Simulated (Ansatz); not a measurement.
Trial structure of Si2W, not yet relaxed:

```cif
data_structure
_symmetry_space_group_name_H-M 'P 1'
_symmetry_Int_Tables_number 1
_cell_length_a 3.3298
_cell_length_b 3.3298
_cell_length_c 5.8731
_cell_angle_alpha 90.000
_cell_angle_beta 90.000
_cell_angle_gamma 120.000
_cell_volume 56.39
loop_
_atom_site_label
_atom_site_type_symbol
_atom_site_fract_x
_atom_site_fract_y
_atom_site_fract_z
_atom_site_occupancy
Si1 Si 0.66667 0.33333 0.65591 1
Si2 Si 0.33333 0.66667 0.34409 1
W1 W 0.00000 0.00000 0.00000 1
```

Method: DFT PBE, scalar-relativistic, plane waves, PAW in Ansatz 0.2.0. Plane waves to 420 eV, a k mesh through Γ of 6×6×4 on the computed 3-atom cell and Gaussian smearing (0.10 eV); no spin polarisation.

Energies over the elements count from the elements' standard structures at the same level, with no fitted energy shifts.

Question: Estimate its pressure, forces and energy as it stands.

Answer: The pressure is -25.3 GPa (the mean over three directions, positive in compression), the largest force is 1.36 eV/Å, and the energy is +0.60 eV/atom against the elements. The shortest distance is 2.66 Å.

Question: Is it a good guess?

Answer: A rough one: relaxing gains about 0.50 eV/atom (the start's value is from the coarse mesh, so the gain is rough) in 13 ionic steps and ends at +0.11 eV/atom on the finer mesh. The symmetry stays P-3m1 (No. 164). The end has the anti-cadmium iodide type. The volume per atom shrinks by 21.6 %, from 18.8 to 14.7 Å³. The shortest distance goes from 2.66 Å (Si–Si) to 2.58 Å (Si–W). The ratio c/a of the conventional cell changes by a factor of 1.12. Conventional cell: a = 2.952 Å, c = 5.853 Å. Around Si lie 3 W at 2.58 Å, 3 Si at 2.62 Å and 6 Si at 2.95 Å; around W lie 6 Si at 2.58 Å and 6 W at 2.95 Å.

The last run used an 18×18×8 mesh (in the run's order of axes) for its 3-atom cell and Gaussian smearing of 0.10 eV. Spin–orbit coupling, which can matter for W, is left out. The relaxation can't lower the symmetry of the start, and the grade says only how near the guess is to its own end. A later test with randomly moved atoms came back to the same energy, though modes that don't fit the test's cell weren't probed.
